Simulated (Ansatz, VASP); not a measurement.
Two plane-wave programs on PbS

```xyz
2
Lattice="0.0000 2.9650 2.9650 2.9650 0.0000 2.9650 2.9650 2.9650 0.0000" Properties=species:S:1:pos:R:3 pbc="T T T"
Pb    0.0000    0.0000    0.0000
S     2.9650    2.9650    2.9650
```

Alike in both runs: task single point; functional PBE; dispersion D3(BJ); k mesh 10 × 10 × 10; occupations gaussian, width 0.03 eV; no spin polarisation.

|  | VASP | Ansatz |
| --- | --- | --- |
| version | VASP 6.6.1 | Ansatz 0.2.0 |
| potentials or method | VASP PAW PBE potentials, release 64 (Pb_d, S) | scalar-relativistic, plane waves, PAW |
| plane-wave cutoff (eV) | 520 | 420 |
| valence electrons in the cell | 20 | 20 |

Ansatz gave:

```
gap on the k mesh at the Fermi level (eV) : 0.35
least direct gap on the mesh (eV)         : 0.35
pressure (GPa)                            : 0.1
```

Q: Estimate VASP's values.

A: gap on the k mesh at the Fermi level (eV): 0.36; least direct gap on the mesh (eV): 0.36; pressure (GPa): 0.1.

Caveats: spin-orbit coupling is left out, which as a rule narrows the gap of such compounds by several tenths of an eV.
